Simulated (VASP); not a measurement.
# InP (F-43m) in VASP: further runs

One crystal, InP, is run at these levels: TPSS, revTPSS, MS2, PBE0; tasks: band structure.

Everything below comes from runs of VASP 6.6.1. Logs are shortened: lines on timing, memory, paths and dates and some standing lists are left out, and cuts for length are marked.

**The experiment to reproduce.**

From a printed reference work, data compilation, for a bulk crystal of InP at 1.6 K: band gap 1.4236 eV (direct).

The runs below are set against these values where they give the same quantity.

### 1 Starting point

It takes space group F-43m (No. 216, cubic). Conventional cell: a = 5.861 Å, b = 5.861 Å, c = 5.861 Å, α = 90.00°, β = 90.00°, γ = 90.00°. In (site symmetry -43m) has 4 P at 2.54 Å as nearest neighbours. Around P (site symmetry -43m) lie 4 In at 2.54 Å.

### 2 Band structure, TPSS

Contents of INCAR:

```
SYSTEM = InP
  PREC = Accurate
  ENCUT = 520
  EDIFF = 1E-6
  ISMEAR = -1
  SIGMA = 0.05
  LREAL = .FALSE.
  LASPH = .TRUE.
  NELM = 60
  ALGO = Normal
  ISIF = 2
  LWAVE = .FALSE.
  LCHARG = .FALSE.
  METAGGA = TPSS
  LMIXTAU = .TRUE.
```

Contents of KPOINTS:

```
Automatic mesh
0
G
  8 8 8
  0 0 0
```

Contents of POSCAR:

```
InP
1.0
    0.0000000000      2.9305000000      2.9305000000
    2.9305000000      0.0000000000      2.9305000000
    2.9305000000      2.9305000000      0.0000000000
In P
1 1
Direct
    0.0000000000      0.0000000000      0.0000000000
    0.7500000000      0.7500000000      0.7500000000
```

Contents of KPOINTS_OPT:

```
path GXWKGLUWLK,UX
10
line-mode
reciprocal
 0.0000000000  0.0000000000  0.0000000000  G
 0.5000000000  0.0000000000  0.5000000000  X

 0.5000000000  0.0000000000  0.5000000000  X
 0.5000000000  0.2500000000  0.7500000000  W

 0.5000000000  0.2500000000  0.7500000000  W
 0.3750000000  0.3750000000  0.7500000000  K

 0.3750000000  0.3750000000  0.7500000000  K
 0.0000000000  0.0000000000  0.0000000000  G

 0.0000000000  0.0000000000  0.0000000000  G
 0.5000000000  0.5000000000  0.5000000000  L

 0.5000000000  0.5000000000  0.5000000000  L
 0.6250000000  0.2500000000  0.6250000000  U

 0.6250000000  0.2500000000  0.6250000000  U
 0.5000000000  0.2500000000  0.7500000000  W

 0.5000000000  0.2500000000  0.7500000000  W
 0.5000000000  0.5000000000  0.5000000000  L

 0.5000000000  0.5000000000  0.5000000000  L
 0.3750000000  0.3750000000  0.7500000000  K

 0.6250000000  0.2500000000  0.6250000000  U
 0.5000000000  0.0000000000  0.5000000000  X
```

Potentials or basis: VASP PAW PBE potentials, release 64 (In_d, P).

The run is started by

```console
$ cat potpaw_PBE.64/In_d/POTCAR potpaw_PBE.64/P/POTCAR > POTCAR
$ mpirun -np 1 vasp_std > vasp.out
```

OUTCAR:

```text
SYSTEM = InP
   PREC = Accurate
   ENCUT = 520
   EDIFF = 1E-6
   ISMEAR = -1
   LREAL = .FALSE.
   LASPH = .TRUE.
   NELM = 60
   ISIF = 2
   METAGGA = TPSS

 ion  position               nearest neighbor table
   1  0.000  0.000  0.000-   2 2.54   2 2.54   2 2.54   2 2.54
   2  0.750  0.750  0.750-   1 2.54   1 2.54   1 2.54   1 2.54

  LATTYP: Found a face centered cubic cell.
 ALAT       =     5.8610000000

  Lattice vectors:

 A1 = (   0.0000000000,   2.9305000000,   2.9305000000)
 A2 = (   2.9305000000,   0.0000000000,   2.9305000000)
 A3 = (   2.9305000000,   2.9305000000,   0.0000000000)

Analysis of symmetry for initial positions (statically):
=====================================================================
 Subroutine PRICEL returns:
 Original cell was already a primitive cell.

 Routine SETGRP: Setting up the symmetry group for a
 face centered cubic supercell.

 Subroutine GETGRP returns: Found 24 space group operations
 (whereof 24 operations were pure point group operations)
 out of a pool of 48 trial point group operations.

The static configuration has the point symmetry T_d .

Analysis of symmetry for dynamics (positions and initial velocities):
=====================================================================
 Subroutine PRICEL returns:
 Original cell was already a primitive cell.

 Routine SETGRP: Setting up the symmetry group for a
 face centered cubic supercell.

 Subroutine GETGRP returns: Found 24 space group operations
 (whereof 24 operations were pure point group operations)
 out of a pool of 48 trial point group operations.

The dynamic configuration has the point symmetry T_d .

 Subroutine INISYM returns: Found 24 space group operations
 (whereof 24 operations are pure point group operations),
 and found     1 'primitive' translations

----------------------------------------------------------------------------------------

                                     Primitive cell

  volume of cell :      50.3333

  direct lattice vectors                    reciprocal lattice vectors
     0.000000000  2.930500000  2.930500000    -0.170619348  0.170619348  0.170619348
     2.930500000  0.000000000  2.930500000     0.170619348 -0.170619348  0.170619348
     2.930500000  2.930500000  0.000000000     0.170619348  0.170619348 -0.170619348

  length of vectors
     4.144352845  4.144352845  4.144352845     0.295521380  0.295521380  0.295521380

  position of ions in fractional coordinates (direct lattice)
     0.000000000  0.000000000  0.000000000
     0.750000000  0.750000000  0.750000000

  ion indices of the primitive-cell ions
   primitive index   ion index
                 1           1
                 2           2

----------------------------------------------------------------------------------------

 KPOINTS: Automatic mesh

Automatic generation of k-mesh.
 Grid dimensions read from file:
 generate k-points for:    8    8    8

 Generating k-lattice:

  Cartesian coordinates                     Fractional coordinates (reciprocal lattice)
    -0.021327419  0.021327419  0.021327419     0.125000000  0.000000000  0.000000000
     0.021327419 -0.021327419  0.021327419     0.000000000  0.125000000  0.000000000
     0.021327419  0.021327419 -0.021327419     0.000000000  0.000000000  0.125000000

  Length of vectors
     0.036940172  0.036940172  0.036940172

  Shift w.r.t. Gamma in fractional coordinates (k-lattice)
     0.000000000  0.000000000  0.000000000

 Subroutine IBZKPT returns following result:
 ===========================================

 Found     29 irreducible k-points:

 Following reciprocal coordinates:
            Coordinates               Weight
  0.000000  0.000000  0.000000      1.000000
  0.125000  0.000000  0.000000      8.000000
  0.250000  0.000000  0.000000      8.000000
  0.375000  0.000000  0.000000      8.000000
  0.500000  0.000000  0.000000      4.000000
  0.125000  0.125000  0.000000      6.000000
[... 16 lines left out ...]
  0.500000  0.250000  0.125000     48.000000
 -0.375000  0.250000  0.125000     24.000000
 [... further k-points ...]
   k-points           NKPTS =     29   k-points in BZ     NKDIM =     29   number of bands    NBANDS=     13
   number of dos      NEDOS =    301   number of ions     NIONS =      2
   total plane-waves  NPLWV =  32768
   dimension x,y,z NGX =    32 NGY =   32 NGZ =   32
   dimension x,y,z NGXF=    64 NGYF=   64 NGZF=   64
   ions per type =               1   1
   NGX,Y,Z   is equivalent  to a cutoff of  12.84, 12.84, 12.84 a.u.
   NGXF,Y,Z  is equivalent  to a cutoff of  25.67, 25.67, 25.67 a.u.
 SYSTEM =  InP
   PREC   = accura    normal or accurate (medium, high low for compatibility)
   ISTART =      0    job   : 0-new  1-cont  2-samecut
   ICHARG =      2    charge: 1-file 2-atom 10-const
   ISPIN  =      1    spin polarized calculation?
   LNONCOLLINEAR =      F non collinear calculations
   LSORBIT =      F    spin-orbit coupling
   LASPH  =      T    aspherical Exc in radial PAW
   ENCUT  =  520.0 eV  38.22 Ry    6.18 a.u.   7.71  7.71  7.71*2*pi/ulx,y,z
   NELM   =     60;   NELMIN=  2; NELMDL= -5     # of ELM steps
   EDIFF  = 0.1E-05   stopping-criterion for ELM
   LREAL  =      F    real-space projection
   EDIFFG = 0.1E-04   stopping-criterion for IOM
   NSW    =      0    number of steps for IOM
   IBRION =     -1    ionic relax: 0-MD 1-quasi-New 2-CG
   NFREE  =      0    steps in history (QN), initial steepest desc. (CG)
   ISIF   =      2    stress and relaxation
   ISYM   =      2    0-nonsym 1-usesym 2-fastsym
   POTIM  = 0.5000    time-step for ionic-motion
   TEBEG  =    0.0;   TEEND  =   0.0 temperature during run
   PSTRESS=    0.0 pullay stress
   NELECT =      18.0000    total number of electrons
   NUPDOWN=      -1.0000    fix difference up-down
   EMIN   =  10.00;   EMAX   =-10.00  energy-range for DOS
   EFERMI =   0.00;   METHOD = LEGACY
   ISMEAR =    -1;   SIGMA  =   0.05  broadening in eV -4-tet -1-fermi 0-gaus
   EFERMI_NEDOS =   21; number of points for ismear=-14 and -15
   IALGO  =     38    algorithm
   IMIX   =      4    mixing-type and parameters
     AMIX     =   0.40;   BMIX     =  1.00
     AMIX_MAG =   1.60;   BMIX_MAG =  1.00
  volume/ion in A,a.u.               =      25.17       169.83
  Fermi-wavevector in a.u.,A,eV,Ry     =   1.162021  2.195901 18.371846  1.350293
  Thomas-Fermi vector in A             =   2.298587
   LORBIT       =      0    0 simple, 1 ext, 2 COOP (PROOUT), +10 PAW based schemes
   METAGGA = TPSS    functional components
   LHFCALC =     F    Hartree Fock is set to
   AEXX    =    0.0000 exact exchange contribution
   IVDW    =     0    specifies the selected vdW correction
   LEPSILON=     F    determine dielectric tensor
   LRPA    =     F    only Hartree local field effects (RPA)
 non-spin polarized calculation
  energy-cutoff  :      520.00
  volume of cell :       50.33
 maximum number of plane-waves:      1380
   NGX = 15   NGY = 15   NGZ = 15

 number of electron      18.0000005 magnetization

 Free energy of the ion-electron system (eV)
  ---------------------------------------------------
  ext. energy  EPLUGINS =         0.00000000
  ---------------------------------------------------
  free energy    TOTEN  =       -21.24679529 eV

  energy without entropy =      -21.24679364  energy(sigma->0) =      -21.24679447

 E-fermi :   5.6055     XC(G=0):  -9.5611

 val. band max:        5.1563290856   @ k =   0.0000   0.0000   0.0000
 cond. band min:       5.9920958567   @ k =   0.0000   0.0000   0.0000
 fundamental gap:      0.8357667712
 Fermi energy:         5.6054818684

 k-point     1 :       0.0000    0.0000    0.0000
  band No.  band energies     occupation
      1      -9.0991      2.00000
      2      -9.0991      2.00000
      3      -9.0991      2.00000
      4      -8.9404      2.00000
      5      -8.9404      2.00000
      6      -6.5535      2.00000
      7       5.1563      1.99975
      8       5.1563      1.99975
      9       5.1563      1.99975
     10       5.9921      0.00088
     11       9.3953      0.00000
     12       9.3953      0.00000
     13       9.3953      0.00000

 k-point     2 :       0.1250    0.0000    0.0000
  band No.  band energies     occupation
      1      -9.1200      2.00000
      2      -9.0914      2.00000
      3      -9.0914      2.00000
      4      -8.9403      2.00000
      5      -8.9403      2.00000
      6      -6.3711      2.00000
      7       3.6304      2.00000
      8       4.9699      1.99999
      9       4.9699      1.99999
     10       6.9225      0.00000
     11       9.5281      0.00000
     12       9.6749      0.00000
     13       9.6749      0.00000

 k-point     3 :       0.2500    0.0000    0.0000
  band No.  band energies     occupation
      1      -9.1674      2.00000
      2      -9.0747      2.00000
      3      -9.0747      2.00000
      4      -8.9377      2.00000
      5      -8.9377      2.00000
      6      -5.8631      2.00000
      7       1.7017      2.00000
      8       4.5967      2.00000
      9       4.5967      2.00000
     10       7.0711      0.00000
     11      10.0958      0.00000
     12      10.0958      0.00000
     13      10.5913      0.00000

 k-point     4 :       0.3750    0.0000    0.0000
  band No.  band energies     occupation
      1      -9.2114      2.00000
      2      -9.0623      2.00000
      3      -9.0622      2.00000
      4      -8.9307      2.00000
      5      -8.9307      2.00000
      6      -5.1869      2.00000
      7       0.0891      2.00000
      8       4.2915      2.00000
      9       4.2915      2.00000
     10       6.8626      0.00000
     11      10.1475      0.00000
     12      10.1475      0.00000
     13      11.9020      0.00000

 k-point     5 :       0.5000    0.0000    0.0000
  band No.  band energies     occupation
      1      -9.2287      2.00000
      2      -9.0585      2.00000
      3      -9.0585      2.00000
      4      -8.9265      2.00000
      5      -8.9265      2.00000
      6      -4.8037      2.00000
      7      -0.6182      2.00000
      8       4.1786      2.00000
      9       4.1786      2.00000
     10       6.7698      0.00000
     11      10.0927      0.00000
     12      10.0927      0.00000
     13      12.3063      0.00000
[... 257 lines left out ...]
 k-point    22 :       0.3750    0.2500    0.1250
  band No.  band energies     occupation
      1      -9.2078      2.00000
      2      -9.0546      2.00000
      3      -9.0479      2.00000
      4      -8.9563      2.00000
      5      -8.9246      2.00000
      6      -5.4435      2.00000
      7       1.2583      2.00000
      8       3.1561      2.00000
      9       4.0832      2.00000
     10       8.4747      0.00000
     11       8.7914      0.00000
     12      10.5070      0.00000
     13      11.5086      0.00000

 k-point    23 :       0.5000    0.2500    0.1250
  band No.  band energies     occupation
      1      -9.2337      2.00000
      2      -9.0489      2.00000
      3      -9.0328      2.00000
      4      -8.9524      2.00000
      5      -8.9243      2.00000
      6      -4.8267      2.00000
      7       0.1454      2.00000
      8       2.5832      2.00000
      9       3.6943      2.00000
     10       8.4808      0.00000
     11       9.4525      0.00000
     12      10.5607      0.00000
     13      12.0185      0.00000

 k-point    24 :      -0.3750    0.2500    0.1250
  band No.  band energies     occupation
      1      -9.2432      2.00000
      2      -9.0482      2.00000
      3      -9.0276      2.00000
      4      -8.9461      2.00000
      5      -8.9270      2.00000
      6      -4.4855      2.00000
      7      -0.4118      2.00000
      8       2.4371      2.00000
      9       3.5075      2.00000
     10       8.4485      0.00000
     11       9.4093      0.00000
     12      11.1778      0.00000
     13      12.5167      0.00000

 [... further k-points ...]

------------------------ aborting loop because EDIFF is reached ----------------------------------------

  FORCE on cell =-STRESS in cart. coord.  units (eV):
  Direction    XX          YY          ZZ          XY          YZ          ZX
  --------------------------------------------------------------------------------------
  -------------------------------------------------------------------------------------
  Total        0.9303737      0.9303737      0.9303737      0.0000000      0.0000000      0.0000000
  in kB       29.6150762     29.6150762     29.6150762      0.0000000      0.0000000      0.0000000
  external PRESSURE =      29.6150762 kB  Pullay stress =       0.0000000 kB

 VOLUME and BASIS-vectors are now :
 -----------------------------------------------------------------------------
  energy-cutoff  :      520.00
  volume of cell :       50.33
      direct lattice vectors                 reciprocal lattice vectors
     0.000000000  2.930500000  2.930500000    -0.170619348  0.170619348  0.170619348
     2.930500000  0.000000000  2.930500000     0.170619348 -0.170619348  0.170619348
     2.930500000  2.930500000  0.000000000     0.170619348  0.170619348 -0.170619348

 POSITION                                       TOTAL-FORCE (eV/Angst)
 -----------------------------------------------------------------------------------
      0.00000      0.00000      0.00000        -0.000000      0.000000     -0.000000
      4.39575      4.39575      4.39575         0.000000     -0.000000      0.000000
 -----------------------------------------------------------------------------------
    total drift:                               -0.000001     -0.000001     -0.000001

  FREE ENERGIE OF THE ION-ELECTRON SYSTEM (eV)
  ---------------------------------------------------
  free  energy   TOTEN  =       -21.2467952916 eV

  energy  without entropy=      -21.2467936420  energy(sigma->0) =      -21.24679447
```

Wall time 3 min (1 thread of Intel Xeon Platinum 8488C (Sapphire Rapids), shared host); peak memory 0.18 GiB.

Results:

| Property | Result |
| --- | --- |
| Free energy | -21.2468 eV |
| Pressure | 3.0 GPa |
| Band gap on the k mesh | 0.84 eV, direct |
| Band gap along the path | 0.84 eV, direct |

Levels at the corners of the path, in eV from the valence-band top:
```tsv
point	band 5	band 6	band 7	band 8	band 9	band 10	band 11	band 12	band 13
Γ	-14.10	-11.71	0.00	0.00	0.00	0.84	4.24	4.24	4.24
X	-14.06	-9.31	-5.76	-2.35	-2.35	1.79	2.34	9.37	9.84
X	-14.06	-9.31	-5.76	-2.35	-2.35	1.79	2.34	9.37	9.84
W	-14.08	-9.23	-5.60	-3.00	-2.95	4.33	4.52	5.74	6.32
W	-14.08	-9.23	-5.60	-3.00	-2.95	4.33	4.52	5.74	6.32
K	-14.08	-9.32	-5.61	-3.35	-1.96	2.42	4.48	7.68	7.69
K	-14.08	-9.32	-5.61	-3.35	-1.96	2.42	4.48	7.68	7.69
Γ	-14.10	-11.71	0.00	0.00	0.00	0.84	4.24	4.24	4.24
Γ	-14.10	-11.71	0.00	0.00	0.00	0.84	4.24	4.24	4.24
L	-14.08	-9.96	-5.77	-0.98	-0.98	1.61	4.94	4.94	7.15
L	-14.08	-9.96	-5.77	-0.98	-0.98	1.61	4.94	4.94	7.15
U	-14.08	-9.32	-5.61	-3.35	-1.96	2.42	4.48	7.68	7.69
U	-14.08	-9.32	-5.61	-3.35	-1.96	2.42	4.48	7.68	7.69
W	-14.08	-9.23	-5.60	-3.00	-2.95	4.33	4.52	5.74	6.32
W	-14.08	-9.23	-5.60	-3.00	-2.95	4.33	4.52	5.74	6.32
L	-14.08	-9.96	-5.77	-0.98	-0.98	1.61	4.94	4.94	7.15
L	-14.08	-9.96	-5.77	-0.98	-0.98	1.61	4.94	4.94	7.15
K	-14.08	-9.32	-5.61	-3.35	-1.96	2.42	4.48	7.68	7.69
U	-14.08	-9.32	-5.61	-3.35	-1.96	2.42	4.48	7.68	7.69
X	-14.06	-9.31	-5.76	-2.35	-2.35	1.79	2.34	9.37	9.84
```

Caveat: the PAW data sets were made with another functional, which shifts forces and pressure a little; spin-orbit coupling is left out, which moves the levels of the heavy elements.

### 3 Band structure, revTPSS

Contents of INCAR:

```
PREC = Accurate
ENCUT = 520
EDIFF = 1E-7
ISMEAR = -1
SIGMA = 0.05
LREAL = F
LASPH = T
NELM = 100
ALGO = Normal
ISIF = 2
LWAVE = F
LCHARG = F
METAGGA = RTPSS
LMIXTAU = T
NBANDS = 16
```

Contents of KPOINTS:

```
regular mesh
0
Gamma
  8 8 8
```

POSCAR is that of step 2.

KPOINTS_OPT, as its differences from that of step 2:

```diff
@@ -1,3 +1,3 @@
 path GXWKGLUWLK,UX
-10
+15
 line-mode
```

Potentials or basis: VASP PAW PBE potentials, release 64 (In_d, P).

The run is started by

```console
$ cat potpaw_PBE.64/In_d/POTCAR potpaw_PBE.64/P/POTCAR > POTCAR
$ mpirun -np 1 vasp_std > vasp.out
```

Run time: 2.9 min. Hardware: 1 thread of Intel Xeon Platinum 8488C (Sapphire Rapids), shared host; peak memory 0.18 GiB.

Results (log left out):

- Free energy: 7.7338 eV
- Pressure: 2.0 GPa
- Band gap on the k mesh: 0.82 eV, direct
- Band gap along the path: 0.82 eV, direct

Levels at the corners of the path, in eV from the valence-band top:
```tsv
point	band 5	band 6	band 7	band 8	band 9	band 10	band 11	band 12	band 13	band 14
Γ	-14.06	-11.74	0.00	0.00	0.00	0.82	4.21	4.21	4.21	8.56
X	-14.02	-9.33	-5.76	-2.37	-2.37	1.69	2.29	9.33	9.83	9.83
X	-14.02	-9.33	-5.76	-2.37	-2.37	1.69	2.29	9.33	9.83	9.83
W	-14.05	-9.25	-5.59	-3.03	-2.99	4.25	4.52	5.70	6.24	10.40
W	-14.05	-9.25	-5.59	-3.03	-2.99	4.25	4.52	5.70	6.24	10.40
K	-14.04	-9.34	-5.61	-3.40	-1.97	2.35	4.45	7.63	7.67	8.43
K	-14.04	-9.34	-5.61	-3.40	-1.97	2.35	4.45	7.63	7.67	8.43
Γ	-14.06	-11.74	0.00	0.00	0.00	0.82	4.21	4.21	4.21	8.56
Γ	-14.06	-11.74	0.00	0.00	0.00	0.82	4.21	4.21	4.21	8.56
L	-14.05	-9.98	-5.80	-0.98	-0.98	1.58	4.89	4.89	7.03	9.53
L	-14.05	-9.98	-5.80	-0.98	-0.98	1.58	4.89	4.89	7.03	9.53
U	-14.04	-9.34	-5.61	-3.40	-1.97	2.35	4.45	7.63	7.67	8.43
U	-14.04	-9.34	-5.61	-3.40	-1.97	2.35	4.45	7.63	7.67	8.43
W	-14.05	-9.25	-5.59	-3.03	-2.99	4.25	4.52	5.70	6.24	10.40
W	-14.05	-9.25	-5.59	-3.03	-2.99	4.25	4.52	5.70	6.24	10.40
L	-14.05	-9.98	-5.80	-0.98	-0.98	1.58	4.89	4.89	7.03	9.53
L	-14.05	-9.98	-5.80	-0.98	-0.98	1.58	4.89	4.89	7.03	9.53
K	-14.04	-9.34	-5.61	-3.40	-1.97	2.35	4.45	7.63	7.67	8.43
U	-14.04	-9.34	-5.61	-3.40	-1.97	2.35	4.45	7.63	7.67	8.43
X	-14.02	-9.33	-5.76	-2.37	-2.37	1.69	2.29	9.33	9.83	9.83
```

Caveat: the PAW data sets were made with another functional, which shifts forces and pressure a little; spin-orbit coupling is left out, which moves the levels of the heavy elements.

(Part 1 of 2 ends here.)
